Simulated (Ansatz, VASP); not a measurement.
# Pt: VASP beside Ansatz

File INCAR:

```
PREC = Accurate
ENCUT = 520
EDIFF = 1E-6
ISMEAR = 0
SIGMA = 0.15
LREAL = False
LASPH = True
NELM = 80
ALGO = Normal
ISIF = 2
LWAVE = False
LCHARG = False
GGA = PE
NBANDS = 17
```

Contents of KPOINTS:

```
regular mesh
0
Gamma
  18 18 10
```

The input POSCAR:

```
Pt
1.0
    2.9034000000      0.0000000000      0.0000000000
   -1.4517000000      2.5144181573      0.0000000000
    0.0000000000      0.0000000000      4.8412000000
Pt
2
Direct
    0.6666666667      0.3333333333      0.7500000000
    0.3333333333      0.6666666667      0.2500000000
```

Input for Ansatz:

```yaml
crystal:
  lattice:
    - [2.9034, 0.0, 0.0]
    - [-1.4517, 2.5144181573, 0.0]
    - [0.0, 0.0, 4.8412]
  atoms:
    - { symbol: Pt, position: [0.6666666667, 0.3333333333, 0.75] }
    - { symbol: Pt, position: [0.3333333333, 0.6666666667, 0.25] }
basis:
  ecutwfc: 420
kpoints:
  mp_grid: { grid: [18, 18, 10] }
hamiltonian:
  xc: pbe
scf:
  occupations: { method: gaussian, width: 0.15 }
output:
  forces: true
  stress: true
  eigenvalues: true
```

Alike in both runs: task single point; functional PBE; k mesh 18 × 18 × 10; occupations gaussian, width 0.15 eV; no spin polarisation.

|  | VASP | Ansatz |
| --- | --- | --- |
| version | VASP 6.6.1 | Ansatz 0.2.0 |
| potentials or method | VASP PAW PBE potentials, release 64 (Pt) | scalar-relativistic, plane waves, PAW |
| plane-wave cutoff (eV) | 520 | 420 |
| valence electrons in the cell | 20 | 36 |

VASP gave:

```
gap on the k mesh at the Fermi level (eV)       : none
pressure (GPa)                                  : -20.7
largest component of the traceless stress (GPa) : 3.10
```

Task: Which values does Ansatz return?

Result: gap on the k mesh at the Fermi level (eV): none; pressure (GPa): -20.4; largest component of the traceless stress (GPa): 3.20.

A gap of «none» marks a metal or a gap that the smearing closes. With one functional, cell and mesh, what is left measures potentials, basis and numerics. The two sets of potentials don't hold the same shells in valence.

Caveats: so large a pressure means that the cell lies far from this level's equilibrium, or that cutoff or potentials fall short (VASP). Spin-orbit coupling is left out, which matters for the levels of Pt.
